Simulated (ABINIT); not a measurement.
# ZnO (P6_3/mmc) in ABINIT: reference runs

Reference runs on ZnO: the cell as given.

Program: ABINIT 10.8.3 (patched build). These are calculated values, not measurements. Logs are shortened: lines on timing, memory, paths and dates and some standing lists are left out, and cuts for length are marked. The log counts tension as positive stress, the text compression.

### 1 The structure

It takes space group P6_3/mmc (No. 194, hexagonal). Conventional cell: a = 3.288 Å, b = 3.288 Å, c = 7.130 Å, α = 90.00°, β = 90.00°, γ = 120.00°. Zn (site symmetry -6m2) is surrounded by 3 O at 1.90 Å. O (site symmetry -6m2) is surrounded by 3 Zn at 1.90 Å.

Measurements of this composition are mostly on another form, of space group No. 186.

### 2 Single point, PBE

Contents of run.abi:

```
pp_dirpath "./"
pseudos "Zn.GGA_PBE-JTH.xml, O.GGA_PBE-JTH.xml"

acell 3.2879671587 3.2879671586 7.13044135 Angstrom
rprim
     1.0000000000     0.0000000000     0.0000000000
    -0.5000000000     0.8660254038     0.0000000000
     0.0000000000     0.0000000000     1.0000000000
ntypat 2
znucl 30 8
natom 4
typat 1 1 2 2
xred
     0.0000000000     0.0000000000     0.2500000000
     0.0000000000     0.0000000000     0.7500000000
     0.6666666667     0.3333333333     0.7500000000
     0.3333333333     0.6666666667     0.2500000000

ecut 625.861884 eV
pawecutdg 45.0
pawxcdev 0

kptopt 1
ngkpt 9 9 4
nshiftk 1
shiftk 0.0 0.0 0.0

ixc 11

nband 22
occopt 3
tsmear 0.00183747

nstep 100
tolvrs 1.0e-9

iomode 3
prtwf 0
prtden 0
prteig 0
prtebands 0
enunit 2
```

Potentials or basis: JTH PAW PBE v2.0.

Run with:

```bash
> abinit run.abi > log 2>&1
```

run.abo:

```text
.Version 10.8.3 of ABINIT
 Symmetries : space group P6_3/m m c (#194); Bravais hP (primitive hexag.)
================================================================================
 Values of the parameters that define the memory need of the present run
     intxc =       0    ionmov =       0      iscf =      17    lmnmax =      18
     lnmax =       6     mgfft =      60  mpssoang =       3    mqgrid =    4069
     natom =       4  nloc_mem =       2    nspden =       1   nspinor =       1
    nsppol =       1      nsym =      24    n1xccc =       1    ntypat =       2
    occopt =       3   xclevel =       2
       mpw =        2391          nfft =       54000          nkpt =          36
 PAW method is used; the additional fine FFT grid is defined by:
   mgfftf=        90    nfftf =    144000
================================================================================
================================================================================

--------------------------------------------------------------------------------
------------- Echo of variables that govern the present computation ------------
--------------------------------------------------------------------------------
 -outvars: echo values of preprocessed input variables --------
            acell      6.2133574409E+00  6.2133574407E+00  1.3474581308E+01 Bohr
              amu      6.53900000E+01  1.59994000E+01
             ecut      2.30000000E+01 Hartree
           enunit           2
              ixc          11
         kptrlatt        9    0    0      0    9    0      0    0    4
          kptrlen      5.38983252E+01
            natom           4
            nband          22
            ngfft          30      30      60
          ngfftdg          40      40      90
             nkpt          36
            nstep         100
             nsym          24
           ntypat           2
           occopt           3
        pawecutdg      4.50000000E+01 Hartree
         pawxcdev           0
           prtden           0
        prtebands           0
           prteig           0
            prtwf           0
            rprim      1.0000000000E+00  0.0000000000E+00  0.0000000000E+00
                      -5.0000000000E-01  8.6602540380E-01  0.0000000000E+00
                       0.0000000000E+00  0.0000000000E+00  1.0000000000E+00
          spgroup         194
           tolvrs      1.00000000E-09
           tsmear      1.83747000E-03 Hartree
            typat      1  1  2  2
           useylm           1
           xangst      0.0000000000E+00  0.0000000000E+00  1.7826103375E+00
                       0.0000000000E+00  0.0000000000E+00  5.3478310125E+00
                       1.6439835794E+00  9.4915436207E-01  5.3478310125E+00
                       3.3333599629E-11  1.8983087241E+00  1.7826103375E+00
            xcart      0.0000000000E+00  0.0000000000E+00  3.3686453271E+00
                       0.0000000000E+00  0.0000000000E+00  1.0105935981E+01
                       3.1066787205E+00  1.7936417955E+00  1.0105935981E+01
                       6.2991374090E-11  3.5872835910E+00  3.3686453271E+00
             xred      0.0000000000E+00  0.0000000000E+00  2.5000000000E-01
                       0.0000000000E+00  0.0000000000E+00  7.5000000000E-01
                       6.6666666667E-01  3.3333333333E-01  7.5000000000E-01
                       3.3333333333E-01  6.6666666667E-01  2.5000000000E-01
            znucl       30.00000    8.00000

================================================================================

 chkinp: Checking input parameters for consistency.

================================================================================
== DATASET  1 ==================================================================

--- !DatasetInfo
iteration_state: {dtset: 1, }
dimensions: {natom: 4, nkpt: 36, mband: 22, nsppol: 1, nspinor: 1, nspden: 1, mpw: 2391, }
cutoff_energies: {ecut:  23.0, pawecutdg:  45.0, }
electrons: {nelect:   3.60000000E+01, charge:   0.00000000E+00, occopt:   3.00000000E+00, tsmear:   1.83747000E-03, }
meta: {optdriver: 0, ionmov: 0, optcell: 0, iscf: 17, paral_kgb: 0, }
...

 Exchange-correlation functional for the present dataset will be:
  GGA: Perdew-Burke-Ernzerhof functional - ixc=11
  J.P.Perdew, K.Burke, M.Ernzerhof, PRL 77, 3865 (1996)

 Real(R)+Recip(G) space primitive vectors, cartesian coordinates (Bohr,Bohr^-1):
 R(1)=  6.2133574  0.0000000  0.0000000  G(1)=  0.1609436  0.0929208  0.0000000
 R(2)= -3.1066787  5.3809254  0.0000000  G(2)=  0.0000000  0.1858416  0.0000000
 R(3)=  0.0000000  0.0000000 13.4745813  G(3)=  0.0000000  0.0000000  0.0742138
[... 123 lines left out ...]
...

 Integrated electronic density in atomic spheres:
 ------------------------------------------------
 Atom  Sphere_radius  Integrated_density
    1        2.30770         10.90125232
    2        2.30770         10.90125232
    3        1.41465          4.51658578
    4        1.41465          4.51658578

================================================================================

 ----iterations are completed or convergence reached----

 Mean square residual over all n,k,spin=   10.773E-08; max=  33.412E-06
 reduced coordinates (array xred) for    4 atoms
       0.000000000000      0.000000000000      0.250000000000
       0.000000000000      0.000000000000      0.750000000000
       0.666666666667      0.333333333333      0.750000000000
       0.333333333333      0.666666666667      0.250000000000
 rms dE/dt=  3.5211E-27; max dE/dt=  1.1309E-26; dE/dt below (all hartree)
    1      -0.000000000000     -0.000000000000      0.000000000000
    2       0.000000000000     -0.000000000000     -0.000000000000
    3      -0.000000000000      0.000000000000      0.000000000000
    4       0.000000000000      0.000000000000      0.000000000000

 cartesian coordinates (angstrom) at end:
    1      0.00000000000000     0.00000000000000     1.78261033750000
    2      0.00000000000000     0.00000000000000     5.34783101250000
    3      1.64398357936667     0.94915436206923     5.34783101250000
    4      0.00000000003333     1.89830872413847     1.78261033750000

 cartesian forces (hartree/bohr) at end:
    1      0.00000000000000     0.00000000000000    -0.00000000000000
    2     -0.00000000000000     0.00000000000000     0.00000000000000
    3      0.00000000000000    -0.00000000000000    -0.00000000000000
    4     -0.00000000000000    -0.00000000000000    -0.00000000000000
 frms,max,avg= 5.3036700E-28 1.3761154E-27   0.000E+00  0.000E+00  0.000E+00 h/b

 cartesian forces (eV/Angstrom) at end:
    1      0.00000000000000     0.00000000000000    -0.00000000000000
    2     -0.00000000000000     0.00000000000000     0.00000000000000
    3      0.00000000000000    -0.00000000000000    -0.00000000000000
    4     -0.00000000000000    -0.00000000000000    -0.00000000000000
 frms,max,avg= 2.7272568E-26 7.0762700E-26   0.000E+00  0.000E+00  0.000E+00 e/A
 length scales=  6.213357440922  6.213357440733 13.474581308348 bohr
              =  3.287967158700  3.287967158600  7.130441350000 angstroms
 Fermi (or HOMO) energy (hartree) =   0.11852   Average Vxc (hartree)=  -0.31044
 Eigenvalues (hartree) for nkpt=  36  k points:
 kpt#   1, nband= 22, wtk=  0.00309, kpt=  0.0000  0.0000  0.0000 (reduced coord)
  -0.54097   -0.53804   -0.12391   -0.12391   -0.12338   -0.12338   -0.08260   -0.07538
  -0.07538   -0.07402   -0.07402   -0.07113   -0.01542    0.03694    0.10073    0.10073
   0.10103    0.10103    0.13098    0.22396    0.29074    0.50288
      occupation numbers for kpt#   1
   2.00000    2.00000    2.00000    2.00000    2.00000    2.00000    2.00000    2.00000
   2.00000    2.00000    2.00000    2.00000    2.00000    2.00000    1.99988    1.99988
   1.99985    1.99985    0.00227    0.00000    0.00000    0.00000
 prteigrs : prtvol=0 or 1, do not print more k-points.

 Fermi (or HOMO) energy (eV) =   3.22518   Average Vxc (eV)=  -8.44751
 Eigenvalues (   eV  ) for nkpt=  36  k points:
 kpt#   1, nband= 22, wtk=  0.00309, kpt=  0.0000  0.0000  0.0000 (reduced coord)
 -14.72066  -14.64084   -3.37172   -3.37172   -3.35726   -3.35726   -2.24771   -2.05108
  -2.05108   -2.01411   -2.01411   -1.93545   -0.41947    1.00512    2.74099    2.74099
   2.74912    2.74912    3.56413    6.09428    7.91141   13.68418
 prteigrs : prtvol=0 or 1, do not print more k-points.

--- !EnergyTerms
iteration_state     : {dtset: 1, }
comment             : Components of total free energy in Hartree
kinetic             :  2.82425054796377E+01
hartree             :  5.46481560590497E+01
xc                  : -9.31600611378442E+00
Ewald energy        : -8.93924756158154E+01
psp_core            :  2.05172140450600E+00
local_psp           : -1.81959491080577E+02
PAW spherical_terms :  3.47795585217472E+01
internal            : -1.60946031345237E+02
'-kT*entropy'       : -2.40024427599726E-07
total_energy        : -1.60946031585261E+02
total_energy_eV     : -4.37956463022439E+03
...

--- !EnergyTermsDC
iteration_state     : {dtset: 1, }
comment             : '"Double-counting" decomposition of free energy'
band_energy         : -3.54787743944885E+00
Ewald energy        : -8.93924756158154E+01
psp_core            :  2.05172140450600E+00
xc_dc               : -5.21558015894199E+01
PAW spherical_terms : -1.79016061000880E+01
internal            : -1.60946039340266E+02
'-kT*entropy'       : -2.40024427599726E-07
total_energy_dc     : -1.60946039580291E+02
total_energy_dc_eV  : -4.37956484778023E+03
...

--- !EnergyTermsWithPAWCore
iteration_state     : {dtset: 1, }
comment             : 'Components of total free energy, including PAW core contributions'
Total energy        : -3.74266593029227E+03
Total energy DC     : -3.74266593828730E+03
Total energy (eV)   : -1.01843128218857E+05
Total energy DC (eV): -1.01843128436413E+05
...

 Cartesian components of stress tensor (hartree/bohr^3)
  sigma(1 1)=  4.99459696E-05  sigma(3 2)=  0.00000000E+00
  sigma(2 2)=  4.99459697E-05  sigma(3 1)=  0.00000000E+00
  sigma(3 3)= -2.60327496E-06  sigma(2 1)= -8.08465314E-14

-Cartesian components of stress tensor (GPa)         [Pressure= -9.5411E-01 GPa]
- sigma(1 1)=  1.46946116E+00  sigma(3 2)=  0.00000000E+00
- sigma(2 2)=  1.46946116E+00  sigma(3 1)=  0.00000000E+00
- sigma(3 3)= -7.65909938E-02  sigma(2 1)= -2.37858708E-09

== END DATASET(S) ==============================================================
================================================================================

 -outvars: echo values of variables after computation  --------
            acell      6.2133574409E+00  6.2133574407E+00  1.3474581308E+01 Bohr
           etotal     -1.6094603958E+02
            fcart      2.1668198303E-28  9.2575036912E-28 -1.5611832624E-31
                      -2.1668198303E-28  4.7538532469E-28  1.5611832624E-31
                       3.9002756946E-28 -1.3761154136E-27 -0.0000000000E+00
                      -3.9002756946E-28 -2.5020280240E-29 -0.0000000000E+00
            rprim      1.0000000000E+00  0.0000000000E+00  0.0000000000E+00
                      -5.0000000000E-01  8.6602540380E-01  0.0000000000E+00
                       0.0000000000E+00  0.0000000000E+00  1.0000000000E+00
           strten      4.9945969563E-05  4.9945969678E-05 -2.6032749647E-06
                       0.0000000000E+00  0.0000000000E+00 -8.0846531439E-14
           xangst      0.0000000000E+00  0.0000000000E+00  1.7826103375E+00
                       0.0000000000E+00  0.0000000000E+00  5.3478310125E+00
                       1.6439835794E+00  9.4915436207E-01  5.3478310125E+00
                       3.3333599629E-11  1.8983087241E+00  1.7826103375E+00
             xred      0.0000000000E+00  0.0000000000E+00  2.5000000000E-01
                       0.0000000000E+00  0.0000000000E+00  7.5000000000E-01
                       6.6666666667E-01  3.3333333333E-01  7.5000000000E-01
                       3.3333333333E-01  6.6666666667E-01  2.5000000000E-01
 Calculation completed.
```

Run time: 3.6 min. Hardware: 1 thread of Arm Neoverse V2, shared host; peak memory 0.17 GiB.

Results:

- Free energy: -4379.5648 eV
- Pressure: -1.0 GPa
- Band gap on the k mesh: 0.82 eV, direct

Caveat: an odd mesh through Γ misses points on the zone boundary, where band edges often lie; the atomic spheres overlap. PBE gaps usually lie below the measured ones, often by a third to a half.

### 3 Single point, PBE

Contents of run.py:

```python
import json, os
import numpy as np
from ase.units import GPa
from ase.calculators.abinit import Abinit, AbinitProfile
from ase import Atoms

atoms = Atoms(['Zn', 'Zn', 'O', 'O'],
              cell=[[3.2879671587, 0.0, 0.0], [-1.6439835793, 2.8474630862, 0.0], [0.0, 0.0, 7.13044135]],
              scaled_positions=[[0.0, 0.0, 0.25], [0.0, 0.0, 0.75], [0.6666666667, 0.3333333333, 0.75], [0.3333333333, 0.6666666667, 0.25]],
              pbc=True)

profile = AbinitProfile(command='abinit', pp_paths=[os.path.abspath('pseudos')])
params = dict(
    pps='pawxml', xc='PBE',
    ecut=625.8619,
    pawecutdg=1224.5124,
    pawxcdev=0,
    kptopt=1,
    ngkpt=[9, 9, 4],
    nshiftk=1,
    shiftk=[0.0, 0.0, 0.0],
    ixc=11,
    nband=22,
    occopt=3,
    tsmear=0.05,
    nstep=100,
    tolvrs=1e-09,
    prtwf=0,
    prtden=0,
)

atoms.calc = Abinit(profile=profile, directory='run', **params)
energy = atoms.get_potential_energy()
forces = atoms.get_forces()
stress = atoms.get_stress()
print(f'energy {energy:.6f} eV')
print('forces (eV/A)')
print(np.round(forces, 5))
print('stress (GPa, Voigt, tension positive)', np.round(stress / GPa, 4))
json.dump(dict(energy=energy, forces=forces.tolist(), stress=stress.tolist(), cell=atoms.cell.tolist(), frac=atoms.get_scaled_positions(wrap=False).tolist()), open('results.json', 'w'))
```

Potentials or basis: JTH PAW PBE v2.0.

Run with:

```bash
> python run.py
```

What it wrote:

```text
energy -4379.564656 eV
forces (eV/A)
[[-0. -0. -0.]
 [ 0.  0. -0.]
 [-0. -0. -0.]
 [ 0.  0. -0.]]
stress (GPa, Voigt, tension positive) [ 1.469  1.469 -0.077  0.     0.    -0.   ]
```

abinit.in:

```text
ecut 625.8619 eV
ixc 11
kptopt 1
natom 4
nband 22
ngkpt
9 9 4
nshiftk 1
nsppol 1
nstep 100
occopt 3
pawecutdg 1224.5124 eV
pawxcdev 0
prtden 0
prtwf 0
shiftk
0.0 0.0 0.0
tolvrs 1e-09
tsmear 0.05 eV
#Definition of the unit cell
acell
1.00000000000000 1.00000000000000 1.00000000000000 Angstrom
rprim
3.28796715870000 0.00000000000000 0.00000000000000
-1.64398357930000 2.84746308620000 0.00000000000000
0.00000000000000 0.00000000000000 7.13044135000000
chkprim 0 # Allow non-primitive cells
#Definition of the atom types
ntypat 2
znucl 8 30
#Enumerate different atomic species
typat
 2 2 1 1
pseudos "./pseudos/O.GGA_PBE-JTH.xml,
./pseudos/Zn.GGA_PBE-JTH.xml"
#Definition of the atoms
xcart
0.00000000000000 0.00000000000000 3.36864532696073
0.00000000000000 0.00000000000000 10.10593598088220
3.10667872068676 1.79364179527010 10.10593598088220
-0.00000000024768 3.58728359107829 3.36864532696073
chkexit 1 # abinit.exit file in the running directory terminates after the current SCF
```

abinit.abo:

```text
.Version 10.8.3 of ABINIT
 Symmetries : space group P6_3/m m c (#194); Bravais hP (primitive hexag.)
================================================================================
 Values of the parameters that define the memory need of the present run
     intxc =       0    ionmov =       0      iscf =      17    lmnmax =      18
     lnmax =       6     mgfft =      60  mpssoang =       3    mqgrid =    4069
     natom =       4  nloc_mem =       2    nspden =       1   nspinor =       1
    nsppol =       1      nsym =      24    n1xccc =       1    ntypat =       2
    occopt =       3   xclevel =       2
       mpw =        2391          nfft =       54000          nkpt =          36
 PAW method is used; the additional fine FFT grid is defined by:
   mgfftf=        90    nfftf =    144000
[... 309 lines left out ...]
                      -3.2502297455E-28 -8.7570980858E-29 -0.0000000000E+00
                       2.8168657794E-28  1.6638486364E-27 -0.0000000000E+00
            rprim      3.2879671587E+00  0.0000000000E+00  0.0000000000E+00
                      -1.6439835793E+00  2.8474630862E+00  0.0000000000E+00
                       0.0000000000E+00  0.0000000000E+00  7.1304413500E+00
           strten      4.9931117766E-05  4.9931117906E-05 -2.6177077026E-06
                       0.0000000000E+00  0.0000000000E+00 -8.0845713280E-14
           xangst      0.0000000000E+00  0.0000000000E+00  1.7826103374E+00
                       0.0000000000E+00  0.0000000000E+00  5.3478310124E+00
                       1.6439835794E+00  9.4915436207E-01  5.3478310124E+00
                       3.3333912184E-11  1.8983087241E+00  1.7826103374E+00
             xred      0.0000000000E+00  0.0000000000E+00  2.4999999998E-01
                       0.0000000000E+00  0.0000000000E+00  7.4999999998E-01
                       6.6666666667E-01  3.3333333333E-01  7.4999999998E-01
                       3.3333333333E-01  6.6666666667E-01  2.4999999998E-01
 Calculation completed.
```

Run time: 3.3 min. Hardware: 1 thread of Arm Neoverse V2, shared host; peak memory 0.17 GiB.

Results:

| Quantity | Value |
| --- | --- |
| Free energy | -4379.5648 eV |
| Pressure | -1.0 GPa |
| Band gap on the k mesh | 0.82 eV, direct |

Stress tensor (GPa, compression positive):
```
-1.47  0.00  0.00
 0.00 -1.47  0.00
 0.00  0.00  0.08
```

Caveat: an odd mesh through Γ misses points on the zone boundary, where band edges often lie; the atomic spheres overlap.
